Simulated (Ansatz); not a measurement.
# Y: the lowest state among those tried

Y is taken as a test cell of our own (not relaxed), 4 atoms in the cell.

```xyz
4
Lattice="5.0325 0.0000 0.0000 0.0000 5.0325 0.0000 0.0000 0.0000 5.0325" Properties=species:S:1:pos:R:3 pbc="T T T"
Y     0.0000    0.0000    0.0000
Y     0.0000    2.5162    2.5162
Y     2.5162    0.0000    2.5162
Y     2.5162    2.5162    0.0000
```

Numbers behind element symbols give the atom's place in this list.

These are results of DFT, PBE, norm-conserving potentials, plane waves, scalar-relativistic (Ansatz), not measurements.

```yaml
plane_wave_cutoff: 980 eV
k_point_mesh: 1×1×1 (Γ-centred)
occupations: Fermi–Dirac smearing, 0.1 eV
valence_electrons: 44
```

Moments by site are taken inside atomic spheres; the rest lies between them.

One k-point is far from converged for this cell: the case tests the SCF and predicts nothing for the material.

Orders that need a larger cell or non-collinear spins weren't tried. Sign patterns typed on Y1 Y2 Y3 Y4: +-+-; other orders that fit weren't typed. No run without spin polarisation was made.

Task: Which state comes out lowest among 6 converged runs with various starts and settings? Give the order and the site moments.

Result: Ferromagnetic, site moments Y1 0.33, Y2 0.33, Y3 0.33, Y4 0.33 μB, total 1.98 μB per cell.
